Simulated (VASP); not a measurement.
# Al (Fm-3m) in VASP: further runs

One crystal, Al, is run at these levels: LDA; tasks: single point.

Everything below comes from runs of VASP 6.6.1. Logs are shortened: lines on timing, memory, paths and dates and some standing lists are left out, and cuts for length are marked.

## 1. The undisturbed crystal

Symmetry: Fm-3m, No. 225, cubic system. Conventional cell: a = 4.050 Å, b = 4.050 Å, c = 4.050 Å, α = 90.00°, β = 90.00°, γ = 90.00°. Around Al (site symmetry m-3m) lie 12 Al at 2.86 Å.

## 2. Single point, LDA (grid = ENCUT=300 dk=0.35 cell=3x3x2 ISMEAR=1 SIGMA=0.1 LREAL=Auto EDIFF=1e-06)

File INCAR:

```
SYSTEM = Al
PREC = Accurate ; ENCUT = 300
EDIFF = 1E-6 ; ISMEAR = 1
SIGMA = 0.1 ; LREAL = Auto
LASPH = .TRUE. ; NELM = 120
ALGO = Fast ; ISIF = 2
LWAVE = .FALSE. ; LCHARG = .FALSE.
GGA = CA ; NBANDS = 42
```

File KPOINTS:

```
Automatic mesh
0
G
  3 3 4
  0 0 0
```

File POSCAR:

```
Al
1.0
    0.0000000000      6.0744150000      6.0744150000
    6.0744150000      0.0000000000      6.0744150000
    4.0496100000      4.0496100000      0.0000000000
Al
17
Direct
    0.0000000000      0.0000000000      0.5000000000
    0.0000000000      0.3333333333      0.0000000000
    0.0000000000      0.3333333333      0.5000000000
    0.0000000000      0.6666666667      0.0000000000
    0.0000000000      0.6666666667      0.5000000000
    0.3333333333      0.0000000000      0.0000000000
    0.3333333333      0.0000000000      0.5000000000
    0.3333333333      0.3333333333      0.0000000000
    0.3333333333      0.3333333333      0.5000000000
    0.3333333333      0.6666666667      0.0000000000
    0.3333333333      0.6666666667      0.5000000000
    0.6666666667      0.0000000000      0.0000000000
    0.6666666667      0.0000000000      0.5000000000
    0.6666666667      0.3333333333      0.0000000000
    0.6666666667      0.3333333333      0.5000000000
    0.6666666667      0.6666666667      0.0000000000
    0.6666666667      0.6666666667      0.5000000000
```

Potentials or basis: VASP PAW LDA potentials, release 64 (Al).

Command:

```console
$ cat potpaw_LDA.64/Al/POTCAR > POTCAR
$ mpirun -np 1 vasp_std > vasp.out
```

OUTCAR:

```text
SYSTEM = Al
   PREC = Accurate
   ENCUT = 300
   EDIFF = 1E-6
   ISMEAR = 1
   LREAL = Auto
   LASPH = .TRUE.
   NELM = 120
   ISIF = 2
   GGA = CA

 Found     14 irreducible k-points:

 Following reciprocal coordinates:
            Coordinates               Weight
  0.000000  0.000000  0.000000      1.000000
  0.333333  0.000000  0.000000      4.000000
  0.333333  0.333333  0.000000      2.000000
 -0.333333  0.333333  0.000000      2.000000
  0.000000  0.000000  0.250000      2.000000
  0.333333  0.000000  0.250000      4.000000
   k-points           NKPTS =     14   k-points in BZ     NKDIM =     14   number of bands    NBANDS=     42
   number of dos      NEDOS =    301   number of ions     NIONS =     17
   total plane-waves  NPLWV =  80000
   dimension x,y,z NGX =    50 NGY =   50 NGZ =   32
   dimension x,y,z NGXF=   100 NGYF=  100 NGZF=   64
   ions per type =              17
   NGX,Y,Z   is equivalent  to a cutoff of   9.68,  9.68,  9.29 a.u.
   NGXF,Y,Z  is equivalent  to a cutoff of  19.35, 19.35, 18.58 a.u.
 SYSTEM =  Al
   PREC   = accura    normal or accurate (medium, high low for compatibility)
   ISTART =      0    job   : 0-new  1-cont  2-samecut
   ICHARG =      2    charge: 1-file 2-atom 10-const
   ISPIN  =      1    spin polarized calculation?
   LNONCOLLINEAR =      F non collinear calculations
   LSORBIT =      F    spin-orbit coupling
   LASPH  =      T    aspherical Exc in radial PAW
   ENCUT  =  300.0 eV  22.05 Ry    4.70 a.u.  12.13 12.13  8.09*2*pi/ulx,y,z
   NELM   =    120;   NELMIN=  2; NELMDL= -5     # of ELM steps
   EDIFF  = 0.1E-05   stopping-criterion for ELM
   LREAL  =      T    real-space projection
   EDIFFG = 0.1E-04   stopping-criterion for IOM
   NSW    =      0    number of steps for IOM
   IBRION =     -1    ionic relax: 0-MD 1-quasi-New 2-CG
   NFREE  =      0    steps in history (QN), initial steepest desc. (CG)
   ISIF   =      2    stress and relaxation
   ISYM   =      2    0-nonsym 1-usesym 2-fastsym
   POTIM  = 0.5000    time-step for ionic-motion
   TEBEG  =    0.0;   TEEND  =   0.0 temperature during run
   PSTRESS=    0.0 pullay stress
   NELECT =      51.0000    total number of electrons
   NUPDOWN=      -1.0000    fix difference up-down
   EMIN   =  10.00;   EMAX   =-10.00  energy-range for DOS
   EFERMI =   0.00;   METHOD = LEGACY
   ISMEAR =     1;   SIGMA  =   0.10  broadening in eV -4-tet -1-fermi 0-gaus
   EFERMI_NEDOS =   21; number of points for ismear=-14 and -15
   IALGO  =     68    algorithm
   IMIX   =      4    mixing-type and parameters
     AMIX     =   0.40;   BMIX     =  1.00
     AMIX_MAG =   1.60;   BMIX_MAG =  1.00
  volume/ion in A,a.u.               =      17.58       118.63
  Fermi-wavevector in a.u.,A,eV,Ry     =   0.908059  1.715983 11.218978  0.824572
  Thomas-Fermi vector in A             =   2.031941
   LORBIT       =      0    0 simple, 1 ext, 2 COOP (PROOUT), +10 PAW based schemes
   GGA     = CA    functional components
   LHFCALC =     F    Hartree Fock is set to
   AEXX    =    0.0000 exact exchange contribution
   IVDW    =     0    specifies the selected vdW correction
   LEPSILON=     F    determine dielectric tensor
   LRPA    =     F    only Hartree local field effects (RPA)
 non-spin polarized calculation
 RMM-DIIS sequential band-by-band and
 Methfessel and Paxton  Order N= 1 SIGMA  =   0.10
  energy-cutoff  :      300.00
  volume of cell :      298.85
 maximum number of plane-waves:      3544
 NGX is ok and might be reduce to    50
   NGX = 25   NGY = 25   NGZ = 17

 number of electron      50.9999999 magnetization

 Free energy of the ion-electron system (eV)
  ---------------------------------------------------
  ext. energy  EPLUGINS =         0.00000000
  ---------------------------------------------------
  free energy    TOTEN  =       -70.01505159 eV

  energy without entropy =      -70.01493018  energy(sigma->0) =      -70.01501112

 E-fermi :   7.0952     XC(G=0): -10.0602

 val. band max:        7.0593306064   @ k =   0.3333   0.3333   0.5000
 cond. band min:       7.0994185228   @ k =  -0.3333  -0.3333   0.2500
 fundamental gap:      0.0400879164
 Fermi energy:         7.0951509149

 k-point     1 :       0.0000    0.0000    0.0000
  band No.  band energies     occupation
      1      -3.7242      2.00000
      2      -0.9648      2.00000
      3      -0.8881      2.00000
      4      -0.7038      2.00000
      5      -0.5237      2.00000
      6       0.2798      2.00000
[... 29 lines left out ...]
     36       8.8882     -0.00000
     37       9.0184     -0.00000

 k-point     2 :       0.3333    0.0000    0.0000
  band No.  band energies     occupation
      1      -3.4153      2.00000
      2      -2.3775      2.00000
      3      -1.0508      2.00000
      4      -0.7085      2.00000
      5       0.2731      2.00000
      6       0.9677      2.00000
[... 29 lines left out ...]
     36       9.7627      0.00000
     37       9.9618      0.00000

 k-point     3 :       0.3333    0.3333    0.0000
  band No.  band energies     occupation
      1      -3.3037      2.00000
      2      -2.0752      2.00000
      3      -1.7125      2.00000
      4      -1.2595      2.00000
      5       0.7066      2.00000
      6       0.8951      2.00000
[... 29 lines left out ...]
     36       9.9768      0.00000
     37      10.0542      0.00000

 k-point     4 :      -0.3333    0.3333    0.0000
  band No.  band energies     occupation
      1      -2.9446      2.00000
      2      -2.6651      2.00000
      3      -2.1711      2.00000
      4      -0.1513      2.00000
      5       1.0012      2.00000
      6       1.0426      2.00000
[... 29 lines left out ...]
     36       9.9425      0.00000
     37       9.9514      0.00000

 k-point     5 :       0.0000    0.0000    0.2500
  band No.  band energies     occupation
      1      -3.3133      2.00000
      2      -1.1800      2.00000
      3      -1.1698      2.00000
      4      -0.6341      2.00000
      5      -0.5200      2.00000
      6       0.0289      2.00000
[... 29 lines left out ...]
     36       9.4108      0.00000
     37       9.5984      0.00000

 k-point     6 :       0.3333    0.0000    0.2500
  band No.  band energies     occupation
      1      -3.2378      2.00000
      2      -1.7479      2.00000
      3      -1.3575      2.00000
      4      -0.7457      2.00000
      5      -0.0725      2.00000
      6       0.4953      2.00000
[... 29 lines left out ...]
     36       9.9910      0.00000
     37      10.0429      0.00000

 [... further k-points ...]

 [bands above 37 left out]

------------------------ aborting loop because EDIFF is reached ----------------------------------------

  FORCE on cell =-STRESS in cart. coord.  units (eV):
  Direction    XX          YY          ZZ          XY          YZ          ZX
  --------------------------------------------------------------------------------------
  -------------------------------------------------------------------------------------
  Total       -5.7857124     -5.7857124    -12.4731997      2.5427583      0.6351611      0.6351611
  in kB      -31.0181083    -31.0181083    -66.8707729     13.6321246      3.4051977      3.4051978
  external PRESSURE =     -42.9689965 kB  Pullay stress =       0.0000000 kB

 VOLUME and BASIS-vectors are now :
 -----------------------------------------------------------------------------
  energy-cutoff  :      300.00
  volume of cell :      298.85
      direct lattice vectors                 reciprocal lattice vectors
     0.000000000  6.074415000  6.074415000    -0.082312453  0.082312453  0.082312453
     6.074415000  0.000000000  6.074415000     0.082312453 -0.082312453  0.082312453
     4.049610000  4.049610000  0.000000000     0.123468680  0.123468680 -0.123468680

 POSITION                                       TOTAL-FORCE (eV/Angst)
 -----------------------------------------------------------------------------------
      2.02481      2.02481      0.00000        -0.000000      0.000000      0.000000
      2.02480      0.00000      2.02480        -0.205669     -0.001437     -0.099002
      4.04961      2.02481      2.02480         0.040010      0.142600     -0.159374
      4.04961      0.00000      4.04961         0.205669      0.001437      0.099002
      6.07442      2.02481      4.04961        -0.040010     -0.142600      0.159374
      0.00000      2.02480      2.02480        -0.001437     -0.205669     -0.099002
[... 9 lines left out ...]
      4.04961      4.04961      8.09922         0.008400      0.008400     -0.018890
      6.07442      6.07442      8.09922        -0.016259     -0.016259      0.107007
 -----------------------------------------------------------------------------------
    total drift:                               -0.000000      0.000000     -0.000000

  FREE ENERGIE OF THE ION-ELECTRON SYSTEM (eV)
  ---------------------------------------------------
  free  energy   TOTEN  =       -70.0150515907 eV

  energy  without entropy=      -70.0149301819  energy(sigma->0) =      -70.01501112
```

Run time: 50 s. Hardware: 1 thread of Intel Xeon 6975P-C (Granite Rapids), shared host; peak memory 0.22 GiB.

The run converged, but some of its settings lie outside the range that counts as converged, so its numbers aren't taken as properties of the crystal.

What came out:

```yaml
Free_energy: -70.0151 eV
Pressure: -4.3 GPa
Largest_force: 0.228 eV/Å
Band_gap_on_the_k_mesh: none (metal or under the smearing width)
```

## 3. Single point, LDA (grid = ENCUT=350 dk=0.35 cell=3x3x2 ISMEAR=1 SIGMA=0.1 LREAL=Auto EDIFF=1e-06)

INCAR: that of step 2 with these lines changed.

```diff
@@ -1,3 +1,3 @@
 SYSTEM = Al
-PREC = Accurate ; ENCUT = 300
+PREC = Accurate ; ENCUT = 350
 EDIFF = 1E-6 ; ISMEAR = 1
```

KPOINTS is that of step 2.

POSCAR is that of step 2.

Potentials or basis: VASP PAW LDA potentials, release 64 (Al).

Command:

```console
$ cat potpaw_LDA.64/Al/POTCAR > POTCAR
$ mpirun -np 1 vasp_std > vasp.out
```

Run time: 71 s. Hardware: 1 thread of Intel Xeon 6975P-C (Granite Rapids), shared host; peak memory 0.25 GiB.

These settings aren't checked as converged: the numbers below hold their error.

Results:

| Quantity | Value |
| --- | --- |
| Free energy | -70.0524 eV |
| Pressure | -4.3 GPa |
| Largest force | 0.228 eV/Å |
| Band gap on the k mesh | none (metal or under the smearing width) |

## 4. For comparison

An earlier run on the cell as given: functional PBE; potentials or basis VASP PAW PBE potentials, release 64 (Al); cutoff 520 eV; k mesh 11 × 11 × 11; occupations fermi-dirac, width 0.05 eV; no spin polarisation.

* Pressure: -0.5 GPa
* Band gap on the k mesh: none (metal or under the smearing width)
